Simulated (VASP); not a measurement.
# Al (P6_3/mmc) in VASP: settings compared

The runs below take Al through relaxation of cell and atoms, with r2SCAN, r2SCAN+rVV10.

Everything below comes from runs of VASP 6.6.1. Logs are shortened: lines on timing, memory, paths and dates and some standing lists are left out, and cuts for length are marked.

## 1. The crystal as given

The structure is hexagonal, space group P6_3/mmc (No. 194). Conventional cell: a = 2.863 Å, b = 2.863 Å, c = 4.676 Å, α = 90.00°, β = 90.00°, γ = 120.00°. Al (site symmetry -6m2) has 12 Al at 2.86 Å as nearest neighbours.

This isn't the form of Al at room conditions, which is fcc.

## 2. Relaxation of cell and atoms, r2SCAN

INCAR reads:

```
  ALGO = Normal
  EDIFF = 1E-7
  EDIFFG = -0.005
  ENCUT = 600
  IBRION = 2
  ISIF = 3
  ISMEAR = 0
  LASPH = True
  LCHARG = False
  LMIXTAU = True
  LREAL = False
  LWAVE = False
  METAGGA = R2SCAN
  NELM = 100
  NSW = 90
  PREC = Accurate
  SIGMA = 0.1
```

KPOINTS reads:

```
k-points
0
Gamma
  18 18 10
```

POSCAR reads:

```
Al
1.0
    2.8633495100      0.0000000000      0.0000000000
   -1.4316747500      2.4797334100      0.0000000000
    0.0000000000      0.0000000000      4.6758497400
Al
2
Direct
    0.3333333300      0.6666666700      0.2500000000
    0.6666666700      0.3333333300      0.7500000000
```

Potentials or basis: VASP PAW PBE potentials, release 64 (Al).

Started as:

```bash
> cat potpaw_PBE.64/Al/POTCAR > POTCAR
> mpirun -np 1 vasp_std > vasp.out
```

OUTCAR:

```text
EDIFF = 1E-7
   EDIFFG = -0.005
   ENCUT = 600
   IBRION = 2
   ISIF = 3
   ISMEAR = 0
   LASPH = True
   LREAL = False
   METAGGA = R2SCAN
   NELM = 100
   NSW = 90
   PREC = Accurate

 ion  position               nearest neighbor table
   1  0.333  0.667  0.250-   2 2.86   2 2.86   2 2.86   2 2.86   2 2.86   2 2.86
   2  0.667  0.333  0.750-   1 2.86   1 2.86   1 2.86   1 2.86   1 2.86   1 2.86

  LATTYP: Found a hexagonal cell.
 ALAT       =     2.8633495100
 C/A-ratio  =     1.6329999966

  Lattice vectors:

 A1 = (   2.8633495100,   0.0000000000,   0.0000000000)
 A2 = (  -1.4316747500,   2.4797334100,   0.0000000000)
 A3 = (   0.0000000000,   0.0000000000,   4.6758497400)

Analysis of symmetry for initial positions (statically):
=====================================================================
 Subroutine PRICEL returns:
 Original cell was already a primitive cell.

 Routine SETGRP: Setting up the symmetry group for a
 hexagonal supercell.

 Subroutine GETGRP returns: Found 24 space group operations
 (whereof 12 operations were pure point group operations)
 out of a pool of 24 trial point group operations.

The static configuration has the point symmetry D_3d.
 The point group associated with its full space group is D_6h.

Analysis of symmetry for dynamics (positions and initial velocities):
=====================================================================
 Subroutine PRICEL returns:
 Original cell was already a primitive cell.

 Routine SETGRP: Setting up the symmetry group for a
 hexagonal supercell.

 Subroutine GETGRP returns: Found 24 space group operations
 (whereof 12 operations were pure point group operations)
 out of a pool of 24 trial point group operations.

The dynamic configuration has the point symmetry D_3d.
 The point group associated with its full space group is D_6h.

 Subroutine INISYM returns: Found 24 space group operations
 (whereof 12 operations are pure point group operations),
 and found     1 'primitive' translations

----------------------------------------------------------------------------------------

                                     Primitive cell

  volume of cell :      33.2001

  direct lattice vectors                    reciprocal lattice vectors
     2.863349510  0.000000000  0.000000000     0.349241333  0.201634577  0.000000000
    -1.431674750  2.479733410  0.000000000     0.000000000  0.403269156  0.000000000
     0.000000000  0.000000000  4.675849740     0.000000000  0.000000000  0.213864871

  length of vectors
     2.863349510  2.863349503  4.675849740     0.403269155  0.403269156  0.213864871

  position of ions in fractional coordinates (direct lattice)
     0.333333330  0.666666670  0.250000000
     0.666666670  0.333333330  0.750000000

  ion indices of the primitive-cell ions
   primitive index   ion index
                 1           1
                 2           2

----------------------------------------------------------------------------------------

 KPOINTS: k-points

Automatic generation of k-mesh.
 Grid dimensions read from file:
 generate k-points for:   18   18   10

 Generating k-lattice:

  Cartesian coordinates                     Fractional coordinates (reciprocal lattice)
     0.019402296  0.011201921  0.000000000     0.055555556  0.000000000  0.000000000
     0.000000000  0.022403842  0.000000000     0.000000000  0.055555556  0.000000000
     0.000000000  0.000000000  0.021386487     0.000000000  0.000000000  0.100000000

  Length of vectors
     0.022403842  0.022403842  0.021386487

  Shift w.r.t. Gamma in fractional coordinates (k-lattice)
     0.000000000  0.000000000  0.000000000

 Subroutine IBZKPT returns following result:
 ===========================================

 Found    222 irreducible k-points:

 Following reciprocal coordinates:
            Coordinates               Weight
  0.000000  0.000000  0.000000      1.000000
  0.055556  0.000000  0.000000      6.000000
  0.111111  0.000000  0.000000      6.000000
  0.166667  0.000000  0.000000      6.000000
  0.222222 -0.000000  0.000000      6.000000
  0.277778  0.000000  0.000000      6.000000
[... 16 lines left out ...]
  0.333333  0.111111  0.000000     12.000000
  0.388889  0.111111  0.000000     12.000000
 [... further k-points ...]
   k-points           NKPTS =    222   k-points in BZ     NKDIM =    222   number of bands    NBANDS=      7
   number of dos      NEDOS =    301   number of ions     NIONS =      2
   total plane-waves  NPLWV =  23040
   dimension x,y,z NGX =    24 NGY =   24 NGZ =   40
   dimension x,y,z NGXF=    48 NGYF=   48 NGZF=   80
   ions per type =               2
   NGX,Y,Z   is equivalent  to a cutoff of  13.93, 13.93, 14.22 a.u.
   NGXF,Y,Z  is equivalent  to a cutoff of  27.87, 27.87, 28.44 a.u.
 SYSTEM =  unknown system
   PREC   = accura    normal or accurate (medium, high low for compatibility)
   ISTART =      0    job   : 0-new  1-cont  2-samecut
   ICHARG =      2    charge: 1-file 2-atom 10-const
   ISPIN  =      1    spin polarized calculation?
   LNONCOLLINEAR =      F non collinear calculations
   LSORBIT =      F    spin-orbit coupling
   LASPH  =      T    aspherical Exc in radial PAW
   ENCUT  =  600.0 eV  44.10 Ry    6.64 a.u.   5.72  5.72  9.34*2*pi/ulx,y,z
   NELM   =    100;   NELMIN=  2; NELMDL= -5     # of ELM steps
   EDIFF  = 0.1E-06   stopping-criterion for ELM
   LREAL  =      F    real-space projection
   EDIFFG = -.5E-02   stopping-criterion for IOM
   NSW    =     90    number of steps for IOM
   IBRION =      2    ionic relax: 0-MD 1-quasi-New 2-CG
   NFREE  =      1    steps in history (QN), initial steepest desc. (CG)
   ISIF   =      3    stress and relaxation
   ISYM   =      2    0-nonsym 1-usesym 2-fastsym
   POTIM  = 0.5000    time-step for ionic-motion
   TEBEG  =    0.0;   TEEND  =   0.0 temperature during run
   PSTRESS=    0.0 pullay stress
   NELECT =       6.0000    total number of electrons
   NUPDOWN=      -1.0000    fix difference up-down
   EMIN   =  10.00;   EMAX   =-10.00  energy-range for DOS
   EFERMI =   0.00;   METHOD = LEGACY
   ISMEAR =     0;   SIGMA  =   0.10  broadening in eV -4-tet -1-fermi 0-gaus
   EFERMI_NEDOS =   21; number of points for ismear=-14 and -15
   IALGO  =     38    algorithm
   IMIX   =      4    mixing-type and parameters
     AMIX     =   0.40;   BMIX     =  1.00
     AMIX_MAG =   1.60;   BMIX_MAG =  1.00
  volume/ion in A,a.u.               =      16.60       112.02
  Fermi-wavevector in a.u.,A,eV,Ry     =   0.925576  1.749084 11.655980  0.856690
  Thomas-Fermi vector in A             =   2.051445
   LORBIT       =      0    0 simple, 1 ext, 2 COOP (PROOUT), +10 PAW based schemes
   METAGGA = R2SCAN    functional components
   LHFCALC =     F    Hartree Fock is set to
   AEXX    =    0.0000 exact exchange contribution
   IVDW    =     0    specifies the selected vdW correction
   LEPSILON=     F    determine dielectric tensor
   LRPA    =     F    only Hartree local field effects (RPA)
 conjugate gradient relaxation of ions
 non-spin polarized calculation
 Gauss-broadening in eV      SIGMA  =   0.10
  energy-cutoff  :      600.00
  volume of cell :       33.20
 maximum number of plane-waves:      1124
 NGX is ok and might be reduce to    24
   NGX = 11   NGY = 11   NGZ = 19

--------------------------------------- Ionic step        1  -------------------------------------------

 number of electron       6.0000000 magnetization

 Free energy of the ion-electron system (eV)
  ---------------------------------------------------
  ext. energy  EPLUGINS =         0.00000000
  ---------------------------------------------------
  free energy    TOTEN  =       -13.38307900 eV

  energy without entropy =      -13.37789935  energy(sigma->0) =      -13.38048918

------------------------ aborting loop because EDIFF is reached ----------------------------------------

  FORCE on cell =-STRESS in cart. coord.  units (eV):
  Direction    XX          YY          ZZ          XY          YZ          ZX
  --------------------------------------------------------------------------------------
  -------------------------------------------------------------------------------------
  Total       -0.6518103     -0.6518103     -0.7198299     -0.0000000     -0.0000000      0.0000000
  in kB      -31.4551614    -31.4551613    -34.7376600     -0.0000001     -0.0000000      0.0000000
  external PRESSURE =     -32.5493276 kB  Pullay stress =       0.0000000 kB

 VOLUME and BASIS-vectors are now :
 -----------------------------------------------------------------------------
  energy-cutoff  :      600.00
  volume of cell :       33.20
      direct lattice vectors                 reciprocal lattice vectors
     2.863349510  0.000000000  0.000000000     0.349241333  0.201634577  0.000000000
    -1.431674750  2.479733410  0.000000000     0.000000000  0.403269156  0.000000000
     0.000000000  0.000000000  4.675849740     0.000000000  0.000000000  0.213864871
[... 217 lines left out ...]
 POSITION                                       TOTAL-FORCE (eV/Angst)
 -----------------------------------------------------------------------------------
     -0.00000      1.63490      1.14856         0.000000     -0.000000      0.000000
      1.41586      0.81745      3.44569        -0.000000      0.000000     -0.000000
 -----------------------------------------------------------------------------------
    total drift:                                0.000000     -0.000000     -0.000000

  FREE ENERGIE OF THE ION-ELECTRON SYSTEM (eV)
  ---------------------------------------------------
  free  energy   TOTEN  =       -13.3972942344 eV

  energy  without entropy=      -13.3927728095  energy(sigma->0) =      -13.39503352

--------------------------------------- Ionic step        8  -------------------------------------------

 number of electron       6.0000000 magnetization

 Free energy of the ion-electron system (eV)
  ---------------------------------------------------
  ext. energy  EPLUGINS =         0.00000000
  ---------------------------------------------------
  free energy    TOTEN  =       -13.39729670 eV

  energy without entropy =      -13.39281847  energy(sigma->0) =      -13.39505759

 E-fermi :   8.3871     XC(G=0): -11.0400

 val. band max:        8.3822124468   @ k =   0.2222   0.2222   0.0000
 cond. band min:       8.4117721772   @ k =   0.3333  -0.0000   0.1000
 fundamental gap:      0.0295597304
 Fermi energy:         8.3871137569

 k-point     1 :       0.0000    0.0000    0.0000
  band No.  band energies     occupation
      1      -3.7150      2.00000
      2       3.2762      2.00000
      3       3.8797      2.00000
      4      19.8737      0.00000
      5      19.8737      0.00000
      6      20.1197      0.00000
      7      20.1197      0.00000

 k-point     2 :       0.0556    0.0000    0.0000
  band No.  band energies     occupation
      1      -3.6343      2.00000
      2       3.3512      2.00000
      3       3.9571      2.00000
      4      18.1190      0.00000
      5      18.8270      0.00000
      6      20.0402      0.00000
      7      21.2944      0.00000
[... 201 lines left out ...]
 k-point    23 :       0.3333    0.1111    0.0000
  band No.  band energies     occupation
      1       0.4179      2.00000
      2       5.7735      2.00000
      3       7.1723      2.00000
      4       8.1351      1.99963
      5      11.3516      0.00000
      6      12.6456      0.00000
      7      13.9019      0.00000

 k-point    24 :       0.3889    0.1111    0.0000
  band No.  band energies     occupation
      1       1.5850      2.00000
      2       4.3158      2.00000
      3       8.2741      1.88995
      4       9.0103      0.00000
      5      10.8084      0.00000
      6      11.1018      0.00000
      7      12.8392      0.00000

 [... further k-points ...]

------------------------ aborting loop because EDIFF is reached ----------------------------------------

  FORCE on cell =-STRESS in cart. coord.  units (eV):
  Direction    XX          YY          ZZ          XY          YZ          ZX
  --------------------------------------------------------------------------------------
  -------------------------------------------------------------------------------------
  Total       -0.0053900     -0.0053900     -0.0069509     -0.0000000      0.0000000      0.0000000
  in kB       -0.2706794     -0.2706794     -0.3490684     -0.0000000      0.0000000      0.0000000
  external PRESSURE =      -0.2968091 kB  Pullay stress =       0.0000000 kB

 VOLUME and BASIS-vectors are now :
 -----------------------------------------------------------------------------
  energy-cutoff  :      600.00
  volume of cell :       31.90
      direct lattice vectors                 reciprocal lattice vectors
     2.832178594 -0.000000000  0.000000000     0.353085078  0.203853765 -0.000000000
    -1.416089292  2.452738605 -0.000000000     0.000000000  0.407707531 -0.000000000
    -0.000000000  0.000000000  4.592722900     0.000000000  0.000000000  0.217735758

 POSITION                                       TOTAL-FORCE (eV/Angst)
 -----------------------------------------------------------------------------------
     -0.00000      1.63516      1.14818        -0.000000      0.000000      0.000000
      1.41609      0.81758      3.44454         0.000000     -0.000000      0.000000
 -----------------------------------------------------------------------------------
    total drift:                                0.000000     -0.000000     -0.000000

  FREE ENERGIE OF THE ION-ELECTRON SYSTEM (eV)
  ---------------------------------------------------
  free  energy   TOTEN  =       -13.3972967003 eV

  energy  without entropy=      -13.3928184719  energy(sigma->0) =      -13.39505759

 reached required accuracy - stopping structural energy minimisation
```

Run time: 7.9 min. Hardware: 1 thread of Intel Xeon 6975P-C (Granite Rapids), shared host; peak memory 0.2 GiB.

Results:

| Property | Result |
| --- | --- |
| Free energy | -13.3973 eV |
| Relaxed volume | 15.95 Å³/atom |
| Relaxed cell | a = 2.832 Å, b = 2.832 Å, c = 4.593 Å, α = 90.00°, β = 90.00°, γ = 120.00° |
| Space group after relaxing (to 0.05 Å) | P6_3/mmc (No. 194) |
| Energy gained by relaxing | 7.1 meV/atom |
| Ionic steps | 8 |
| Pressure after relaxing | 0.0 GPa |
| Band gap on the k mesh | none (metal or under the smearing width) |

The path:
```tsv
step	energy change (eV)	largest force (eV/Å)	pressure (GPa)	volume (Å³)
1	0.0000	0.0000	-3.25	33.20
2	-0.0134	0.0000	0.82	31.61
3	-0.0140	0.0000	0.04	31.88
4	-0.0140	0.0000	-0.04	31.91
5	-0.0141	0.0000	-0.03	31.91
6	-0.0142	0.0000	-0.02	31.90
7	-0.0142	0.0000	-0.03	31.90
8	-0.0142	0.0000	-0.03	31.90
```

Final structure:
```cif
data_structure
_symmetry_space_group_name_H-M 'P 1'
_symmetry_Int_Tables_number 1
_cell_length_a 2.8322
_cell_length_b 2.8322
_cell_length_c 4.5927
_cell_angle_alpha 90.000
_cell_angle_beta 90.000
_cell_angle_gamma 120.000
_cell_volume 31.90
loop_
_atom_site_label
_atom_site_type_symbol
_atom_site_fract_x
_atom_site_fract_y
_atom_site_fract_z
_atom_site_occupancy
Al1 Al 0.33333 0.66667 0.25000 1
Al2 Al 0.66667 0.33333 0.75000 1
```

Levels at points of the mesh, in eV from the Fermi level:
```
           k point  band 1  band 2  band 3  band 4  band 5  band 6  band 7
(0.00, 0.00, 0.00)  -12.10   -5.11   -4.51   11.49   11.49   11.73   11.73
(0.50, 0.00, 0.00)   -5.74   -5.71    0.60    1.41    1.41    2.10    6.07
(0.00, 0.00, 0.50)  -10.25  -10.25    3.87    3.87   12.64   12.64   12.64
(0.50, 0.00, 0.50)   -4.38   -4.38   -3.42   -3.42    7.65    7.65    8.04
```

Caveat: the PAW data sets were made with another functional, which shifts forces and pressure a little.

(Part 1 of 2 ends here.)
